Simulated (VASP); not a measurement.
## VASP inputs for C (distorted diamond)

INCAR

```
LCHARG = .FALSE.
EDIFF = 1E-7
ISMEAR = -1
GGA = PS
NELM = 120
ENCUT = 520
NSW = 0
IBRION = -1
LASPH = .TRUE.
ISIF = 2
NBANDS = 11
PREC = Accurate
SIGMA = 0.02
LREAL = .FALSE.
LWAVE = .FALSE.
```

KPOINTS

```
KPOINTS created by Atomic Simulation Environment
0
Gamma
10 10 10
0 0 0
```

POSCAR

```
C
 1.0000000000000000
    -0.0289000000000000    1.8043000000000000    1.7866000000000000
     1.8496999999999999   -0.0297000000000000    1.7874000000000001
     1.8266000000000000    1.7821000000000000   -0.0067000000000000
 C
   2
Cartesian
  1.8151616600000000  1.7756926600000000  0.0216193200000000
  0.9546994799999999  0.8587426700000000  0.8943258100000000
```

VASP ran with the recommended PBE PAW datasets (8 valence electrons in the cell).

Question: What does this run give?

Answer: gap between bands v and c on the k mesh 2.33 eV; least direct gap on the k mesh 3.08 eV; pressure -23.8 GPa; largest force 1.87 eV/Å.
